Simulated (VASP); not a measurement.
# Ta₆H: molecular dynamics with a thermostat, by thermostat

Ta₆H, slab, 14 atoms in the cell. PBE, molecular dynamics; PAW potentials Ta, H (PBE set).

| Thermostat | Mean temperature (K) | Rise of the mean potential energy above the start (meV/atom) | Electronic steps per ionic step after the first | Time (s) |
|---|---|---|---|---|
| friction on the slab alone, molecule free | 304 | 13.6 | 4.2 | 995 |
| friction on all atoms | 258 | 13.1 | 4.2 | 928 |
| friction on the molecule alone | 210 | 3.6 | 4.2 | 995 |
| Nose-Hoover on all atoms | 300 | 8.9 | 4.6 | 1020 |
| none (NVE) | 254 | 4.2 | 4.9 | 809 |

Limits: 142 fs of 14 atoms are too short for converged averages; the cell is only 5.4 Å across, so each atom moves in step with near copies of itself.

## Input of the first row

INCAR:
```
SYSTEM = Ta6H
GGA      = PE             ! functional
PREC     = Normal         ! precision mode
ENCUT    = 250            ! plane-wave cutoff, eV
EDIFF    = 1E-5           ! SCF threshold, eV
NELMIN   = 4            
NELM     = 60             ! most SCF steps
ALGO     = Fast           ! electronic algorithm
LREAL    = Auto         
LASPH    = .True.         ! aspherical terms in the spheres
ISMEAR   = -1             ! smearing method
SIGMA    = 0.05           ! smearing width, eV
ISYM     = 0            
LWAVE    = .False.        ! write WAVECAR
LCHARG   = .False.        ! write CHGCAR
IBRION   = 0              ! ionic algorithm
NSW      = 285            ! ionic steps
POTIM    = 0.5            ! step
TEBEG    = 300          
TEEND    = 300          
ISIF     = 0              ! what is computed and relaxed
RANDOM_SEED= 248133 0 0   
MDALGO   = 3            
LANGEVIN_GAMMA= 20 0         
KPAR     = 2            
NCORE    = 2             
```

KPOINTS:
```
k-points
0
Monkhorst-Pack
  2 2 1
```

POSCAR:
```
Ta6H
1.0
    5.7202017150      0.0000000000      0.0000000000
   -1.9067339050      5.3930578966      0.0000000000
    0.0000000000      0.0000000000     23.4205251426
Ta H
12 2
Selective dynamics
Direct
    0.2500000000      0.2500000000      0.3415807268  F F F
    0.2500000000      0.7500000000      0.3415807268  F F F
    0.7500000000      0.2500000000      0.3415807268  F F F
    0.7500000000      0.7500000000      0.3415807268  F F F
    0.5000000000      0.5000000000      0.4412908126  T T T
    0.5000000000      0.0000000000      0.4412908126  T T T
    0.0000000000      0.5000000000      0.4412908126  T T T
    0.0000000000      0.0000000000      0.4412908126  T T T
    0.7500000000      0.7500000000      0.5410008984  T T T
    0.7500000000      0.2500000000      0.5410008984  T T T
    0.2500000000      0.7500000000      0.5410008984  T T T
    0.2500000000      0.2500000000      0.5410008984  T T T
    0.2500000000      0.2500000000      0.6528685864  T T T
    0.2500000000      0.2500000000      0.6848917795  T T T
```

Commands:
```
cat potpaw_PBE.64/Ta/POTCAR potpaw_PBE.64/H/POTCAR > POTCAR
mpirun -np 4 vasp_std > vasp.out
```

Changes of the last row against the first:
```
- MDALGO = 3
- LANGEVIN_GAMMA = 20 0
+ MDALGO = 1
+ ANDERSEN_PROB = 0.0
```

VASP 6.6.1 took 995 s on 4 cores (Intel Xeon Platinum 8488C (Sapphire Rapids)), a shared host.
